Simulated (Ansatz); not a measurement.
# SiO2 (P3_121): the host for defect calculations, part 2 of 2

Aim: the runs on the perfect crystal SiO2 (P3_121) that a defect calculation needs first.

Ansatz 0.2.0; plane-wave PAW DFT, PBEsol; relaxation of the host's cell and atoms; PAW set soft_1 (the session's first sound run).

So far. Step 3 (Dielectric tensors of the host): The principal values of the electronic dielectric tensor are 2.49, 2.49 and 2.52. The principal values of the static dielectric tensor are 4.63, 4.63 and 4.85.

**4. Defect free supercell relaxed in its symmetry**

This cell, the one that will hold the defects, is built from the relaxed host. Its coarser k-points can move the atoms a little, so it is relaxed from the symmetric sites, as the reference for the test of stability.

This step: plane-wave PAW DFT, PBEsol; relaxation of the defect-free supercell in its symmetry; PAW set soft_1 (Ansatz 0.2.0).

System of this step: SiO2 (P3_121). The cell holds 72 atoms: 24 Si and 48 O. Cell: a = 9.897 Å, b = 9.897 Å, c = 10.883 Å, α = 90.0°, β = 90.0°, γ = 120.0°.

Input file pristine.symmetric/input.yaml:

```yaml
crystal:
  lattice:
    - [9.8968274618, 0.0, 0.0]
    - [-4.9484137309, 8.5709039988, 0.0]
    - [0.0, 0.0, 10.8826433342]
  atoms:
    - { symbol: Si, position: [0.264857442, 0.264857442, 0.0] }
    - { symbol: Si, position: [0.0, 0.235142558, 0.3333333334] }
    - { symbol: Si, position: [0.235142558, 0.0, 0.1666666666] }
    - { symbol: O, position: [0.1335409377, 0.2062433942, 0.3926943436] }
    - { symbol: O, position: [0.2937566058, 0.4272975434, 0.0593610103] }
    - { symbol: O, position: [0.0727024566, 0.3664590623, 0.226027677] }
    - { symbol: O, position: [0.2062433942, 0.1335409377, 0.1073056564] }
    - { symbol: O, position: [0.3664590623, 0.0727024566, 0.273972323] }
    - { symbol: O, position: [0.4272975434, 0.2937566058, 0.4406389897] }
    - { symbol: Si, position: [0.264857442, 0.264857442, 0.5] }
    - { symbol: Si, position: [0.0, 0.235142558, 0.8333333333] }
    - { symbol: Si, position: [0.235142558, 0.0, 0.6666666666] }
    - { symbol: O, position: [0.1335409377, 0.2062433942, 0.8926943436] }
    - { symbol: O, position: [0.2937566058, 0.4272975434, 0.5593610103] }
    - { symbol: O, position: [0.0727024566, 0.3664590623, 0.726027677] }
    - { symbol: O, position: [0.2062433942, 0.1335409377, 0.6073056564] }
    - { symbol: O, position: [0.3664590623, 0.0727024566, 0.773972323] }
    - { symbol: O, position: [0.4272975434, 0.2937566058, 0.9406389897] }
    - { symbol: Si, position: [0.264857442, 0.764857442, 0.0] }
    - { symbol: Si, position: [0.0, 0.735142558, 0.3333333334] }
    - { symbol: Si, position: [0.235142558, 0.5, 0.1666666666] }
    - { symbol: O, position: [0.1335409377, 0.7062433942, 0.3926943436] }
    - { symbol: O, position: [0.2937566058, 0.9272975434, 0.0593610103] }
    - { symbol: O, position: [0.0727024566, 0.8664590623, 0.226027677] }
    - { symbol: O, position: [0.2062433942, 0.6335409377, 0.1073056564] }
    - { symbol: O, position: [0.3664590623, 0.5727024566, 0.273972323] }
    - { symbol: O, position: [0.4272975434, 0.7937566058, 0.4406389897] }
    - { symbol: Si, position: [0.264857442, 0.764857442, 0.5] }
    - { symbol: Si, position: [0.0, 0.735142558, 0.8333333333] }
    - { symbol: Si, position: [0.235142558, 0.5, 0.6666666666] }
    - { symbol: O, position: [0.1335409377, 0.7062433942, 0.8926943436] }
    - { symbol: O, position: [0.2937566058, 0.9272975434, 0.5593610103] }
    - { symbol: O, position: [0.0727024566, 0.8664590623, 0.726027677] }
    - { symbol: O, position: [0.2062433942, 0.6335409377, 0.6073056564] }
    - { symbol: O, position: [0.3664590623, 0.5727024566, 0.773972323] }
    - { symbol: O, position: [0.4272975434, 0.7937566058, 0.9406389897] }
    - { symbol: Si, position: [0.764857442, 0.264857442, 0.0] }
    - { symbol: Si, position: [0.5, 0.235142558, 0.3333333334] }
    - { symbol: Si, position: [0.735142558, 0.0, 0.1666666666] }
    - { symbol: O, position: [0.6335409377, 0.2062433942, 0.3926943436] }
    - { symbol: O, position: [0.7937566058, 0.4272975434, 0.0593610103] }
    - { symbol: O, position: [0.5727024566, 0.3664590623, 0.226027677] }
    - { symbol: O, position: [0.7062433942, 0.1335409377, 0.1073056564] }
    - { symbol: O, position: [0.8664590623, 0.0727024566, 0.273972323] }
    - { symbol: O, position: [0.9272975434, 0.2937566058, 0.4406389897] }
    - { symbol: Si, position: [0.764857442, 0.264857442, 0.5] }
    - { symbol: Si, position: [0.5, 0.235142558, 0.8333333333] }
    - { symbol: Si, position: [0.735142558, 0.0, 0.6666666666] }
    - { symbol: O, position: [0.6335409377, 0.2062433942, 0.8926943436] }
    - { symbol: O, position: [0.7937566058, 0.4272975434, 0.5593610103] }
    - { symbol: O, position: [0.5727024566, 0.3664590623, 0.726027677] }
    - { symbol: O, position: [0.7062433942, 0.1335409377, 0.6073056564] }
    - { symbol: O, position: [0.8664590623, 0.0727024566, 0.773972323] }
    - { symbol: O, position: [0.9272975434, 0.2937566058, 0.9406389897] }
    - { symbol: Si, position: [0.764857442, 0.764857442, 0.0] }
    - { symbol: Si, position: [0.5, 0.735142558, 0.3333333334] }
    - { symbol: Si, position: [0.735142558, 0.5, 0.1666666666] }
    - { symbol: O, position: [0.6335409377, 0.7062433942, 0.3926943436] }
    - { symbol: O, position: [0.7937566058, 0.9272975434, 0.0593610103] }
    - { symbol: O, position: [0.5727024566, 0.8664590623, 0.226027677] }
    - { symbol: O, position: [0.7062433942, 0.6335409377, 0.1073056564] }
    - { symbol: O, position: [0.8664590623, 0.5727024566, 0.273972323] }
    - { symbol: O, position: [0.9272975434, 0.7937566058, 0.4406389897] }
    - { symbol: Si, position: [0.764857442, 0.764857442, 0.5] }
    - { symbol: Si, position: [0.5, 0.735142558, 0.8333333333] }
    - { symbol: Si, position: [0.735142558, 0.5, 0.6666666666] }
    - { symbol: O, position: [0.6335409377, 0.7062433942, 0.8926943436] }
    - { symbol: O, position: [0.7937566058, 0.9272975434, 0.5593610103] }
    - { symbol: O, position: [0.5727024566, 0.8664590623, 0.726027677] }
    - { symbol: O, position: [0.7062433942, 0.6335409377, 0.6073056564] }
    - { symbol: O, position: [0.8664590623, 0.5727024566, 0.773972323] }
    - { symbol: O, position: [0.9272975434, 0.7937566058, 0.9406389897] }
basis:
  ecutwfc: 420
  xc_grid: 2
hamiltonian:
  xc: pbesol
  pseudopotentials: { kind: paw, azcp: { folder: soft_1 }, xc_functional: pbe }
kpoints:
  mp_grid: { grid: [1, 1, 1] }
scf:
  occupations: { method: fermi_dirac, width: 0.01 }
  max_iter: 100
  lower_state_search: "off"
output:
  forces: true
relax:
  f_tol: 0.015
  max_steps: 60
  escape_saddle: false
checkpoint:
  write: "../pristine.symmetric.run"
  compress: false
  write_wavefunctions: false
  write_every: 100000
```

The run is started by

```console
> ansatz run input.yaml --threads 32 --pin off --max-ram 84787MiB --backend cuda --events-out ev --progress --plain --runs-dir out --max-vram 78GiB
```

Numbers of over 12 decimals in the logs are rounded to 6 here.

The log of the run:

```text
[...]
device memory: the entry about to start is reckoned to put 3.1 GiB on a device that reports 179.7 GiB free (of which the cap on the GPU budget leaves the run 78.0 GiB)
GPU FFT provider: cuFFT
GPU libraries: cuBLAS 13.8.1, cuFFT 12.4.0, cuSOLVER 12.3.2
GPU matrix products: emulated (plane waves: as basis.precision tells), large ones in fixed point in workspaces of 1.00 GiB
Crystal: 72 atoms, lattice volume = 923.118 Å³
Basis set: ecut = 420 eV, 18049 PW (Γ), exchange–correlation on 144×144×150 points (8 copies of the dense FFT grid, shifted against one another)
Bands: 264, of which v1, the nominal top of the filled ones, is band 192 counted from 1 (191 counted from 0)
Symmetry: 48 space group operations
[...]
k-points: 1
[...]
GPU buffer pool allocated for 388800 grid points (all kernels)
GPU transforms: local potential and band sums: pruned to the plane-wave sphere, on 72×72×75
[...]
SCF iter   1: F=—  HF=-41953.548389 eV  |Δ(HF+E_count)|=         —  Δρ=1.22e-1  dr2=1.24e2  Hψ=1180
[...]
SCF iter   8: F=-41918.967883 eV  HF=-41918.967883 eV  |Δ(HF+E_count)|=   3.50e-6  Δρ=2.86e-6  dr2=7.73e-8  Hψ=679
SCF 1 converged in 8 iterations: F = -41918.967883 eV  dr2 = 7.73e-8
[...]
relax step   1: F+E_penalty+E_count = -41918.96788342 eV  Δ(F+E_penalty+E_count) = +0.000e0 eV  max|allowed force component| = 6.643e-3 eV/Å  Δτ_max = 0.0000 Å  (8 SCF iters, dr2 threshold 5.63e-6 eV, accepted)
[...]
SCF iter   3: F=-41918.967884 eV  HF=-41918.967884 eV  |Δ(HF+E_count)|=   5.14e-8  Δρ=6.90e-7  dr2=4.49e-9  Hψ=652
SCF 2 converged in 3 iterations: F = -41918.967884 eV  dr2 = 4.49e-9
relax step   2: F+E_penalty+E_count = -41918.96788360 eV  Δ(F+E_penalty+E_count) = -1.802e-7 eV  max|allowed force component| = 6.625e-3 eV/Å  Δτ_max = 0.0000 Å  (3 SCF iters, accepted)
SCF converged after 3 iterations
Free energy (F): -41918.967884 eV
[...]
Internal energy: -41918.967884 eV  (E = F + TS)
E sigma→0 (E₀):  -41918.967884 eV
Fermi energy:    5.095706 eV
[...]
--- Forces (eV/Å), atoms counted from 1 ---
  atom   1  Si    -0.00067257    -0.00116492    -0.00000000
  atom   2  Si    -0.00067257     0.00116492    -0.00000000
  atom   3  Si     0.00134513     0.00000000     0.00000000
  atom   4  O     -0.00105718    -0.00662518     0.00604831
  atom   5  O      0.00626616     0.00239704     0.00604831
  atom   6  O     -0.00520898     0.00422813     0.00604831
  [... 66 more lines of this table ...]
  max |Σ_I F_I| component: 1.56e-17 eV/Å
--- Relaxed structure (2 steps of the walk, 2 accepted, 0 SCFs on fresh bases) ---
  F+E_penalty+E_count = -41918.96788360 eV   max|allowed force component| = 6.625e-3 eV/Å
  atoms:
    - { symbol: Si, position: [0.264857, 0.264857, 6.412051959303441e-17] }
    - { symbol: Si, position: [-1.3877787807814457e-17, 0.235142558, 0.333333] }
    - { symbol: Si, position: [0.235143, 0.0, 0.166667] }
    - { symbol: O, position: [0.133541, 0.206243, 0.392694] }
    - { symbol: O, position: [0.293757, 0.427298, 0.059361] }
    - { symbol: O, position: [0.072702, 0.366459, 0.226028] }
  [... 66 more lines of this table ...]
```

Wall time 1.1 s (1 × NVIDIA GB200 with 32 threads of Arm Neoverse V2, shared host); peak memory 1.1 GiB.

Hardly anything moved in the relaxation; the energy changed by under 0.2 meV an atom.

**5. Defect free supercell relaxed from displaced atoms**

This step: plane-wave PAW DFT, PBEsol; relaxation of the defect-free supercell from random displacements, a test of the host's stability; PAW set soft_1 (Ansatz 0.2.0).

pristine.rattled/input.yaml, as its differences from pristine.symmetric/input.yaml of step 4:

```diff
@@ -94,6 +94,6 @@
   f_tol: 0.015
-  max_steps: 60
-  escape_saddle: false
+  max_steps: 120
+  random_displacement: { amplitude: 0.06, seed: 3393 }
 checkpoint:
-  write: "../pristine.symmetric.run"
+  write: "../pristine.rattled.run"
   compress: false
```

The log of the run:

```text
[...]
Crystal: 72 atoms, lattice volume = 923.118 Å³
Basis set: ecut = 420 eV, 18049 PW (Γ), exchange–correlation on 144×144×150 points (8 copies of the dense FFT grid, shifted against one another)
Bands: 264, of which v1, the nominal top of the filled ones, is band 192 counted from 1 (191 counted from 0)
Symmetry: 1 space group operations
k-points: 1
[...]
SCF iter   1: F=—  HF=-41950.787387 eV  |Δ(HF+E_count)|=         —  Δρ=1.23e-1  dr2=1.27e2  Hψ=1177
[...]
SCF iter   2: F=—  HF=-41916.044506 eV  |Δ(HF+E_count)|=    3.47e1  Δρ=4.29e-2  dr2=7.21e0  Hψ=642
[...]
SCF iter   9: F=-41915.141545 eV  HF=-41915.141546 eV  |Δ(HF+E_count)|=   2.95e-5  Δρ=1.84e-5  dr2=2.25e-6  Hψ=978
SCF 1 converged in 9 iterations: F = -41915.141545 eV  dr2 = 2.25e-6
[...]
relax step   1: F+E_penalty+E_count = -41915.14154537 eV  Δ(F+E_penalty+E_count) = +0.000e0 eV  max|allowed force component| = 4.310e0 eV/Å  Δτ_max = 0.0000 Å  (9 SCF iters, dr2 threshold 5.63e-6 eV, accepted)
[...]
relax step   2: F+E_penalty+E_count = -41917.36169916 eV  Δ(F+E_penalty+E_count) = -2.220e0 eV  max|allowed force component| = 2.721e0 eV/Å  Δτ_max = 0.0392 Å  (6 SCF iters, dr2 threshold 1.00e-4 eV, accepted)
relax step   3: F+E_penalty+E_count = -41918.96350653 eV  Δ(F+E_penalty+E_count) = -1.602e0 eV  max|allowed force component| = 8.188e-2 eV/Å  Δτ_max = 0.0652 Å  (6 SCF iters, dr2 threshold 1.00e-4 eV, accepted)
relax step   4: F+E_penalty+E_count = -41918.96826119 eV  Δ(F+E_penalty+E_count) = -4.755e-3 eV  max|allowed force component| = 2.303e-3 eV/Å  Δτ_max = 0.0288 Å  (7 SCF iters, dr2 threshold 4.19e-7 eV, accepted)
[...]
SCF iter   1: F=—  HF=-41918.968374 eV  |Δ(HF+E_count)|=         —  Δρ=3.26e-6  dr2=7.48e-8  Hψ=807
[...]
SCF iter   2: F=—  HF=-41918.968261 eV  |Δ(HF+E_count)|=   1.13e-4  Δρ=1.46e-6  dr2=2.09e-8  Hψ=839
SCF iter   3: F=-41918.968261 eV  HF=-41918.968261 eV  |Δ(HF+E_count)|=   1.98e-8  Δρ=8.11e-7  dr2=7.95e-9  Hψ=727
SCF 5 converged in 3 iterations: F = -41918.968261 eV  dr2 = 7.95e-9
relax step   5: F+E_penalty+E_count = -41918.96826119 eV  Δ(F+E_penalty+E_count) = -9.095e-10 eV  max|allowed force component| = 2.310e-3 eV/Å  Δτ_max = 0.0000 Å  (3 SCF iters, accepted)
SCF converged after 3 iterations
Free energy (F): -41918.968261 eV
[...]
Internal energy: -41918.968261 eV  (E = F + TS)
E sigma→0 (E₀):  -41918.968261 eV
Fermi energy:    5.096467 eV
[...]
--- Forces (eV/Å), atoms counted from 1 ---
  atom   1  Si    -0.00043568     0.00045256    -0.00025781
  atom   2  Si    -0.00007849     0.00061271    -0.00136919
  atom   3  Si     0.00159536    -0.00028029     0.00140226
  atom   4  O      0.00030267    -0.00057815    -0.00011874
  atom   5  O      0.00146623     0.00101611    -0.00010185
  atom   6  O      0.00111988     0.00023824    -0.00003526
  [... 66 more lines of this table ...]
  max |Σ_I F_I| component: 7.49e-6 eV/Å
--- Relaxed structure (5 steps of the walk, 5 accepted, 0 SCFs on fresh bases) ---
  F+E_penalty+E_count = -41918.96826119 eV   max|allowed force component| = 2.310e-3 eV/Å
  atoms:
    - { symbol: Si, position: [0.264430, 0.264290, -0.000253] }
    - { symbol: Si, position: [-0.000335, 0.234853, 0.333175] }
    - { symbol: Si, position: [0.235086, -0.000409, 0.166405] }
    - { symbol: O, position: [0.133108, 0.205867, 0.392571] }
    - { symbol: O, position: [0.293491, 0.426634, 0.059372] }
    - { symbol: O, position: [0.072236, 0.366146, 0.225869] }
  [... 66 more lines of this table ...]
```

The job ended after 2.3 s (1 × NVIDIA GB200 with 32 threads; peak memory 1.1 GiB; 10 s of CPU time).

Relaxation path:

| step | energy less that of the first step (eV) | largest force component (eV/Å) |
| --- | --- | --- |
| 1 | 0.0000 | 4.3098 |
| 2 | -2.2202 | 2.7210 |
| 3 | -3.8220 | 0.0819 |
| 4 | -3.8267 | 0.0023 |
| 5 | -3.8267 | 0.0023 |

The relaxation ends 53 meV an atom lower than the displaced start, with a largest force component of 0.0023 eV/Å.

**6. Host on a dense mesh**

This step: plane-wave PAW DFT, PBEsol; single point of the defect-free host, a test of the k-point sampling; PAW set soft_1 (Ansatz 0.2.0).

System of this step: SiO2 (P3_121). It takes space group P3_121 (No. 152, trigonal). The conventional cell has a = 4.948 Å, b = 4.948 Å, c = 5.441 Å, α = 90.00°, β = 90.00°, γ = 120.00°. Nearest to Si lie 4 O at 1.62 Å. O has 2 Si at 1.62 Å nearest. Farther neighbours and most contacts between anions are not listed.

Input file dense/input.yaml:

```yaml
crystal:
  lattice:
    - [4.9484137309, 0.0, 0.0]
    - [-2.4742068654, 4.2854519994, 0.0]
    - [0.0, 0.0, 5.4413216671]
  atoms:
    - { symbol: Si, position: [0.5297148839, 0.5297148839, 0.0] }
    - { symbol: Si, position: [0.0, 0.4702851161, 0.6666666667] }
    - { symbol: Si, position: [0.4702851161, 0.0, 0.3333333333] }
    - { symbol: O, position: [0.2670818754, 0.4124867885, 0.7853886872] }
    - { symbol: O, position: [0.5875132115, 0.8545950869, 0.1187220206] }
    - { symbol: O, position: [0.1454049131, 0.7329181246, 0.4520553539] }
    - { symbol: O, position: [0.4124867885, 0.2670818754, 0.2146113128] }
    - { symbol: O, position: [0.7329181246, 0.1454049131, 0.5479446461] }
    - { symbol: O, position: [0.8545950869, 0.5875132115, 0.8812779794] }
basis:
  ecutwfc: 420
  xc_grid: 2
hamiltonian:
  xc: pbesol
  pseudopotentials: { kind: paw, azcp: { folder: soft_1 }, xc_functional: pbe }
kpoints:
  mp_grid: { grid: [7, 7, 5] }
scf:
  occupations: { method: fermi_dirac, width: 0.01 }
  max_iter: 100
  lower_state_search: "off"
checkpoint:
  write: "../dense.run"
  compress: false
  write_wavefunctions: false
  write_every: 100000
```

The log of the run:

```text
[...]
GPU FFT provider: cuFFT
GPU libraries: cuBLAS 13.8.1, cuFFT 12.4.0, cuSOLVER 12.3.2
[...]
Crystal: 9 atoms, lattice volume = 115.390 Å³
Basis set: ecut = 420 eV, 2221 PW (Γ), exchange–correlation on 72×72×80 points (8 copies of the dense FFT grid, shifted against one another)
Bands: 33, of which v1, the nominal top of the filled ones, is band 24 counted from 1 (23 counted from 0)
Symmetry: 6 space group operations
[...]
k-points: 32 of 245 (time reversal used)
[...]
GPU buffer pool allocated for 51840 grid points (all kernels)
[...]
SCF iter   1: F=—  HF=-5244.196894 eV  |Δ(HF+E_count)|=         —  Δρ=1.22e-1  dr2=1.55e1  Hψ=5546
[...]
SCF iter   8: F=-5239.876985 eV  HF=-5239.876985 eV  |Δ(HF+E_count)|=   4.43e-7  Δρ=3.65e-6  dr2=1.40e-8  Hψ=2713
SCF 1 converged in 8 iterations: F = -5239.876985 eV  dr2 = 1.40e-8
[...]
SCF converged after 8 iterations
Free energy (F): -5239.876985 eV
[...]
Internal energy: -5239.876985 eV  (E = F + TS)
E sigma→0 (E₀):  -5239.876985 eV
Fermi energy:    5.114796 eV
[...]
```

The job ended after 1.2 s (1 × NVIDIA GB200 with 32 threads; peak memory 1.1 GiB; 2.5 s of CPU time).

**7. Defect free supercell at the zone centre**

The supercell is run at the zone centre, to see how far that sampling misses the dense mesh.

System of this step: SiO2 (P3_121). The cell holds 72 atoms: 24 Si and 48 O. Its edges and angles: a = 9.897 Å, b = 9.897 Å, c = 10.883 Å, α = 90.0°, β = 90.0°, γ = 120.0°.

pristine.sampling_gamma/input.yaml, as its differences from pristine.rattled/input.yaml of step 5:

```diff
@@ -90,10 +90,4 @@
   lower_state_search: "off"
-output:
-  forces: true
-relax:
-  f_tol: 0.015
-  max_steps: 120
-  random_displacement: { amplitude: 0.06, seed: 3393 }
 checkpoint:
-  write: "../pristine.rattled.run"
+  write: "../pristine.sampling_gamma.run"
   compress: false
```

The log of the run:

```text
[...]
GPU FFT provider: cuFFT
GPU libraries: cuBLAS 13.8.1, cuFFT 12.4.0, cuSOLVER 12.3.2
[...]
Crystal: 72 atoms, lattice volume = 923.118 Å³
Basis set: ecut = 420 eV, 18049 PW (Γ), exchange–correlation on 144×144×150 points (8 copies of the dense FFT grid, shifted against one another)
Bands: 264, of which v1, the nominal top of the filled ones, is band 192 counted from 1 (191 counted from 0)
Symmetry: 48 space group operations
[...]
k-points: 1
[...]
GPU buffer pool allocated for 388800 grid points (all kernels)
[...]
SCF iter   1: F=—  HF=-41953.548377 eV  |Δ(HF+E_count)|=         —  Δρ=1.22e-1  dr2=1.24e2  Hψ=1180
[...]
SCF iter   8: F=-41918.967884 eV  HF=-41918.967883 eV  |Δ(HF+E_count)|=   3.42e-6  Δρ=3.08e-6  dr2=8.52e-8  Hψ=678
SCF 1 converged in 8 iterations: F = -41918.967884 eV  dr2 = 8.52e-8
[...]
SCF converged after 8 iterations
Free energy (F): -41918.967884 eV
[...]
Internal energy: -41918.967884 eV  (E = F + TS)
E sigma→0 (E₀):  -41918.967884 eV
Fermi energy:    5.095702 eV
[...]
```

Run time: 0.92 s. Hardware: 1 × NVIDIA GB200 with 32 threads; peak memory 1.1 GiB; 2.5 s of CPU time.

**8. Summary of results**

```
primitive cell vectors, lengths                                      : 4.948, 4.948, 5.441 Å
electronic dielectric constant                                       : principal values (2.49, 2.49, 2.52)
static dielectric constant                                           : principal values (4.63, 4.63, 4.85)
gap on the k-mesh of the response run (PBEsol)                       : 5.72 eV
supercell relaxed in its symmetry less the displaced and relaxed one : 0.000 eV
energy an atom at the zone centre alone less that on the dense mesh  : 0.001 eV
```

What this shows: Step 5: The energy fell by 3.827 eV from the randomly displaced start; against the sites as typed, O58 ends farthest off, by 0.01 Å, once the mean shift is taken out. The displaced cell ends within 0.01 eV of the symmetric one relaxed in its symmetry, so no lower structure shows in this supercell. The k-mesh can miss the band edges, so this gap is an upper bound at this level. All at zero temperature.

[Logs are printed without paths, hosts, clocks, repeated set-up lines and the standing remarks that a program may print on its own settings, such as how far it seeks lower states.]

[Hosts, paths, dates, database ids (printed as entryN), source tags and the programs' standing remarks are cut or masked in the printed files.]

[Runs of the host that timed out are not shown.]

[For some hosts the program warned that the k-mesh of the response run may be too coarse for force constants and the static dielectric constant; such warnings are not always shown.]
